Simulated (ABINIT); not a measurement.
# CaO (Lime): changed settings of a GW run in ABINIT, part 2 of 3

What do changed inputs do to GW on CaO (Lime)?

ABINIT 10.8.3; PBE and many-body steps on it, plane waves. Known limits of the many-body steps: not at the basis limit.

So far. Step 3 (Base): The gap on the mesh goes from 3.66 eV to 5.79 eV, a correction of +2.13 eV. Step 5 (No symmetry in the self-energy): Against G0W0 in ABINIT (6×6×6 mesh, 112 bands, screening to 217.7 eV, Godby-Needs plasmon pole), the gap moves by +0.000 eV.

## 6. Smaller part of the screening matrix

Level of this step: G0W0 on PBE, plane waves, norm-conserving pseudopotentials (ABINIT).

File run.abi:

```
acell 3*1.0 Angstrom
rprim 
  -0.000000000000 2.406500000000 2.406500000000
  2.406500000000 -0.000000000000 2.406500000000
  2.406500000000 2.406500000000 -0.000000000000
ntypat 2
znucl 20 8
natom 2
typat 1 2
xred 
  0.000000000000 0.000000000000 0.000000000000
  0.500000000000 0.500000000000 0.500000000000
pp_dirpath "pseudos"
pseudos "Ca.upf, O.upf"
ecut 36
ngkpt 6 6 6
nshiftk 1
shiftk 0 0 0
kptopt 1
chksymbreak 0
istwfk *1
occopt 1
irdwfk 1
optdriver 4
nband 112
gwcalctyp 0
ecutsigx 36
symsigma 1
nkptgw 2
kptgw 
  0.0000000000 0.0000000000 0.0000000000
  0.5000000000 0.5000000000 0.0000000000
bdgw 
  6 12
  7 10
ecuteps 2
irdscr 1
ppmodel 1
indata_prefix "in"
outdata_prefix "out"
tmpdata_prefix "tmp"
```

Launch:

```bash
OMP_NUM_THREADS=1 mpirun -n 8 abinit run.abi > log
```

The log of the run:

```text
.Version 10.8.3 of ABINIT. v10.8.2 released Aug 2026.

 Symmetries : space group Fm -3 m (#225); Bravais cF (face-center cubic)
[... echo of the input left out ...]
== DATASET  1 ==================================================================
-   mpi_nproc: 8, omp_nthreads: 1 (-1 if OMP is not activated)

--- !DatasetInfo
iteration_state: {dtset: 1, }
dimensions: {natom: 2, nkpt: 16, mband: 112, nsppol: 1, nspinor: 1, nspden: 1, mpw: 1964, }
cutoff_energies: {ecut:  36.0, pawecutdg:  -1.0, }
electrons: {nelect:   1.60000000E+01, charge:   0.00000000E+00, occopt:   1.00000000E+00, tsmear:   1.00000000E-02, }

 SIGMA: Calculation of the GW corrections

 Based on a program developped by R.W. Godby, V. Olevano, G. Onida, and L. Reining.
 Incorporated in ABINIT by V. Olevano, G.-M. Rignanese, and M. Torrent.
.Using double precision arithmetic ; gwpc =  8

[... cell and pseudopotentials left out ...]
--------------------------------------------------------------------------------

 ==== K-mesh for the wavefunctions ====
 Number of points in the irreducible wedge :    16
[... list of points left out ...]
 Together with 48 symmetry operations and time-reversal symmetry
 yields   216 points in the full Brillouin Zone.

 ==== Q-mesh for screening function ====
 Number of points in the irreducible wedge :    16
[... list of points left out ...]
 Together with 48 symmetry operations and time-reversal symmetry
 yields   216 points in the full Brillouin Zone.

 vcoul_init : cutoff-mode = AUXILIARY_FUNCTION
 q-points for optical limit:   1
     1)      0.000010    0.000020    0.000030
 setmesh: FFT mesh size selected  =    36x   36x   36
          total number of points  =        46656

 Number of electrons calculated from density =   16.0000; Expected =   16.0000
[...]
number of omega for Sigma on real axis              0
 max omega for Sigma on real axis  [eV]           0.00
 zcut for avoiding poles [eV]                     0.10

 EPSILON^-1 parameters (SCR file):
 dimension of the eps^-1 matrix on file            181
 dimension of the eps^-1 matrix used                27
 number of plane-waves for wavefunctions          1917
 number of bands                                   112
 number of q-points in IBZ                          16
 number of frequencies                               2
 number of real frequencies                          1
 number of imag frequencies                          1

 matrix elements of self-energy operator (all in [eV])

 Perturbative Calculation

--- !SelfEnergy_ee
iteration_state: {dtset: 1, }
kpoint     : [   0.000,    0.000,    0.000, ]
spin       : 1
KS_gap     :    4.714
QP_gap     :    6.081
Delta_QP_KS:    1.367
data: !SigmaeeData |
     Band     E0 <VxcDFT>   SigX SigC(E0)      Z dSigC/dE  Sig(E)    E-E0       E
        6   5.064 -19.387 -24.633   4.012   0.805  -0.243 -20.380  -0.993   4.072
        7   5.064 -19.387 -24.633   4.012   0.805  -0.243 -20.380  -0.993   4.072
        8   5.064 -19.387 -24.633   4.012   0.805  -0.243 -20.380  -0.993   4.072
[...]
--- !SelfEnergy_ee
iteration_state: {dtset: 1, }
kpoint     : [   0.500,    0.500,    0.000, ]
spin       : 1
KS_gap     :    4.037
QP_gap     :    6.354
Delta_QP_KS:    2.318
data: !SigmaeeData |
     Band     E0 <VxcDFT>   SigX SigC(E0)      Z dSigC/dE  Sig(E)    E-E0       E
[...]
9   8.727 -11.430  -5.899  -4.109   0.855  -0.170 -10.214   1.216   9.942
       10  13.087 -16.112  -8.832  -4.613   0.845  -0.184 -13.860   2.252  15.339

== END DATASET(S) ==============================================================
================================================================================

 -outvars: echo values of variables after computation  --------
           etotal      0.0000000000E+00
            nband         112
             nkpt          16
          spgroup         225
 [... the other variables as echoed above ...]

 Calculation completed.
```

It took 2.8 s on 8 MPI ranks of Arm Neoverse V2, shared host; peak memory 0.16 GiB; 22 s of CPU time.

This step gave:

```
G0W0 gap on the points computed              : 5.87 eV
starting gap on the mesh                     : 3.662 eV
k of the valence top                         : 0, 0, 0
k of the conduction bottom                   : 0.5, 0.5, 0
Z at the valence top                         : 0.805
Z at the conduction bottom                   : 0.855
least direct G0W0 gap on the computed points : 6.081 eV
```

## 7. Broadening of the poles

run.abi: that of step 6 with these lines changed.

```diff
@@ -35,5 +35,6 @@
   7 10
-ecuteps 2
+ecuteps 8
 irdscr 1
 ppmodel 1
+zcut 0.01 eV
 indata_prefix "in"
```

The log of the run:

```text
.Version 10.8.3 of ABINIT. v10.8.2 released Aug 2026.

 Symmetries : space group Fm -3 m (#225); Bravais cF (face-center cubic)
[... echo of the input left out ...]
== DATASET  1 ==================================================================
-   mpi_nproc: 8, omp_nthreads: 1 (-1 if OMP is not activated)

--- !DatasetInfo
iteration_state: {dtset: 1, }
dimensions: {natom: 2, nkpt: 16, mband: 112, nsppol: 1, nspinor: 1, nspden: 1, mpw: 1964, }
cutoff_energies: {ecut:  36.0, pawecutdg:  -1.0, }
[...]
Band     E0 <VxcDFT>   SigX SigC(E0)      Z dSigC/dE  Sig(E)    E-E0       E
[...]
9   8.727 -11.430  -5.899  -4.126   0.851  -0.176 -10.235   1.194   9.921
       10  13.087 -16.112  -8.832  -4.750   0.834  -0.199 -14.002   2.110  15.197

== END DATASET(S) ==============================================================
================================================================================

 -outvars: echo values of variables after computation  --------
           etotal      0.0000000000E+00
            nband         112
             nkpt          16
          spgroup         225
 [... the other variables as echoed above ...]

 Calculation completed.
```

The job ended after 6.5 s (8 MPI ranks; peak memory 1.5 GiB).

Numbers from this step:

```yaml
g0w0_gap_on_the_points_computed: 5.789 eV
starting_gap_on_the_mesh: 3.662 eV
k_of_the_valence_top: 0, 0, 0
k_of_the_conduction_bottom: 0.5, 0.5, 0
least_direct_g0w0_gap_on_the_computed_points: 6.185 eV
```

Against G0W0 in ABINIT (6×6×6 mesh, 112 bands, screening to 217.7 eV, Godby-Needs plasmon pole), the gap moves by +0.000 eV.

## 8. Scissors in G

run.abi: that of step 7 with these lines changed.

```diff
@@ -38,3 +38,3 @@
 ppmodel 1
-zcut 0.01 eV
+mbpt_sciss 0.5 eV
 indata_prefix "in"
```

The log of the run:

```text
.Version 10.8.3 of ABINIT. v10.8.2 released Aug 2026.

 Symmetries : space group Fm -3 m (#225); Bravais cF (face-center cubic)
[... echo of the input left out ...]
== DATASET  1 ==================================================================
-   mpi_nproc: 8, omp_nthreads: 1 (-1 if OMP is not activated)

--- !DatasetInfo
iteration_state: {dtset: 1, }
dimensions: {natom: 2, nkpt: 16, mband: 112, nsppol: 1, nspinor: 1, nspden: 1, mpw: 1964, }
cutoff_energies: {ecut:  36.0, pawecutdg:  -1.0, }
electrons: {nelect:   1.60000000E+01, charge:   0.00000000E+00, occopt:   1.00000000E+00, tsmear:   1.00000000E-02, }

 SIGMA: Calculation of the GW corrections

 Based on a program developped by R.W. Godby, V. Olevano, G. Onida, and L. Reining.
 Incorporated in ABINIT by V. Olevano, G.-M. Rignanese, and M. Torrent.
.Using double precision arithmetic ; gwpc =  8

[... cell and pseudopotentials left out ...]
--------------------------------------------------------------------------------

 ==== K-mesh for the wavefunctions ====
 Number of points in the irreducible wedge :    16
[... list of points left out ...]
 Together with 48 symmetry operations and time-reversal symmetry
 yields   216 points in the full Brillouin Zone.

 ==== Q-mesh for screening function ====
 Number of points in the irreducible wedge :    16
[... list of points left out ...]
 Together with 48 symmetry operations and time-reversal symmetry
 yields   216 points in the full Brillouin Zone.

 vcoul_init : cutoff-mode = AUXILIARY_FUNCTION
 q-points for optical limit:   1
     1)      0.000010    0.000020    0.000030
 setmesh: FFT mesh size selected  =    36x   36x   36
          total number of points  =        46656

 Number of electrons calculated from density =   16.0000; Expected =   16.0000
[...]
max omega for Sigma on real axis  [eV]           0.00
 zcut for avoiding poles [eV]                     0.10
 scissor energy [eV]                              0.50

 EPSILON^-1 parameters (SCR file):
 dimension of the eps^-1 matrix on file            181
 dimension of the eps^-1 matrix used               181
 number of plane-waves for wavefunctions          1917
 number of bands                                   112
 number of q-points in IBZ                          16
 number of frequencies                               2
 number of real frequencies                          1
 number of imag frequencies                          1

 matrix elements of self-energy operator (all in [eV])

 Perturbative Calculation

--- !SelfEnergy_ee
iteration_state: {dtset: 1, }
kpoint     : [   0.000,    0.000,    0.000, ]
spin       : 1
KS_gap     :    4.714
QP_gap     :    6.236
Delta_QP_KS:    1.521
data: !SigmaeeData |
     Band     E0 <VxcDFT>   SigX SigC(E0)      Z dSigC/dE  Sig(E)    E-E0       E
        6   5.064 -19.387 -24.633   4.073   0.781  -0.280 -20.303  -0.916   4.148
        7   5.064 -19.387 -24.633   4.073   0.781  -0.280 -20.303  -0.916   4.148
        8   5.064 -19.387 -24.633   4.073   0.781  -0.280 -20.303  -0.916   4.148
[...]
--- !SelfEnergy_ee
iteration_state: {dtset: 1, }
kpoint     : [   0.500,    0.500,    0.000, ]
spin       : 1
KS_gap     :    4.037
QP_gap     :    6.327
Delta_QP_KS:    2.290
data: !SigmaeeData |
     Band     E0 <VxcDFT>   SigX SigC(E0)      Z dSigC/dE  Sig(E)    E-E0       E
[...]
9   8.727 -11.430  -5.899  -4.136   0.851  -0.175 -10.168   1.261   9.988
       10  13.087 -16.112  -8.832  -4.762   0.833  -0.200 -13.931   2.181  15.268

== END DATASET(S) ==============================================================
================================================================================

 -outvars: echo values of variables after computation  --------
           etotal      0.0000000000E+00
            nband         112
             nkpt          16
          spgroup         225
 [... the other variables as echoed above ...]

 Calculation completed.
```

The job ended after 6.5 s (8 MPI ranks; peak memory 1.5 GiB).

Numbers from this step:

- G0W0 gap on the points computed: 5.84 eV
- starting gap on the mesh: 3.662 eV
- k of the valence top: 0, 0, 0
- k of the conduction bottom: 0.5, 0.5, 0
- Z at the valence top: 0.781
- Z at the conduction bottom: 0.851
- least direct G0W0 gap on the computed points: 6.236 eV

## 9. A keyword of another program

run.abi: that of step 8 with these lines changed.

```diff
@@ -38,3 +38,3 @@
 ppmodel 1
-mbpt_sciss 0.5 eV
+ENCUTGW 100
 indata_prefix "in"
```

The log of the run:

```text
.Version 10.8.3 of ABINIT. v10.8.2 released Aug 2026.

 Symmetries : space group Fm -3 m (#225); Bravais cF (face-center cubic)
================================================================================
 Values of the parameters that define the memory need of the present run
     intxc =       0    ionmov =       0      iscf =       7    lmnmax =       6
     lnmax =       6     mgfft =      36  mpssoang =       3    mqgrid =    3001
     natom =       2  nloc_mem =       1    nspden =       1   nspinor =       1
    nsppol =       1      nsym =      48    n1xccc =    2501    ntypat =       2
    occopt =       1   xclevel =       2
-    mband =         112        mffmem =           1         mkmem =           2
       mpw =        1964          nfft =       46656          nkpt =          16
================================================================================
  Rough estimation (10% accuracy) of disk space for files :
================================================================================

--------------------------------------------------------------------------------
------------- Echo of variables that govern the present computation ------------
--------------------------------------------------------------------------------
 -outvars: echo values of preprocessed input variables --------
            acell      1.8897261259E+00  1.8897261259E+00  1.8897261259E+00 Bohr

             bdgw           6      12       7      10
      chksymbreak           0
             ecut      3.60000000E+01 Hartree
          ecuteps      8.00000000E+00 Hartree
         ecutsigx      3.60000000E+01 Hartree
          ecutwfn      3.60000000E+01 Hartree
-          fftalg         312
           irdscr           1
           irdwfk           1

[...]
npwsigx        1917
           npwwfn        1917
             nsym          48
           ntypat           2
              occ      2.000000  2.000000  2.000000  2.000000  2.000000  2.000000
                       2.000000  2.000000  0.000000  0.000000  0.000000  0.000000
                       0.000000  0.000000  0.000000  0.000000  0.000000  0.000000
                       0.000000  0.000000  0.000000  0.000000  0.000000  0.000000
[...]
0.000000  0.000000  0.000000  0.000000  0.000000  0.000000
   [... 8 further rows ...]
                       0.000000  0.000000  0.000000  0.000000  0.000000  0.000000
                       0.000000  0.000000  0.000000  0.000000
        optdriver           4
            rprim     -0.0000000000E+00  2.4065000000E+00  2.4065000000E+00
[...]
2.4065000000E+00  2.4065000000E+00 -0.0000000000E+00
          spgroup         225

             xred      0.0000000000E+00  0.0000000000E+00  0.0000000000E+00
                       5.0000000000E-01  5.0000000000E-01  5.0000000000E-01
            znucl       20.00000    8.00000

================================================================================

 chkinp: Checking input parameters for consistency.

--- !ERROR
message: |
    Found token: `ENCUTGW` in the input file.
    This name is not one of the registered input variable names (see
    Action: check your input file. Perhaps you mistyped the input variable,
    or specified "img", although this was not permitted for this input variable.

--- !ERROR
message: |
    Found token: `ENCUTGW` in the input file.
    This name is not one of the registered input variable names (see
    Action: check your input file. Perhaps you mistyped the input variable,
    or specified "img", although this was not permitted for this input variable.

--- from the log ---
Found token: `ENCUTGW` in the input file.
    This name is not one of the registered input variable names (see
    Action: check your input file. Perhaps you mistyped the input variable,
    or specified "img", although this was not permitted for this input variable.
```

Run time: 0.67 s. Hardware: 8 MPI ranks; peak memory 0.05 GiB.

The run stopped with an error after 0.67 s.

The program's words: Found token: `ENCUTGW` in the input file. This name is not one of the registered input variable names (see Action: check your input file. Perhaps you mistyped the input variable, or specified "img", although this was not permitted for this input variable.

The fault put into this input: a keyword of another program.

(Continued in part 3 of 3.)

[Paths, hosts, dates, memory and timing lines, banners, echoed tables and standing remarks are left out of the program output.]

[Logs are printed without paths, hosts, clocks, repeated set-up lines and the standing remarks that a program may print on its own settings, such as how far it seeks lower states.]

[Runs of the session that timed out or met a known fault of the program may be left out.]

[Hosts, paths, dates, database ids (printed as entryN), source tags and the programs' standing remarks are cut or masked in the printed files.]

[G0W0 gaps are taken among the corrected bands and points alone; a level outside them can change the order at an edge.]

[Where Ansatz stands beside ABINIT at settings called matched, ABINIT's density can come from a denser mesh and the files from another edition; pairs whose starting gaps differed by over 0.03 eV were left out, so agreement reads better than it is.]
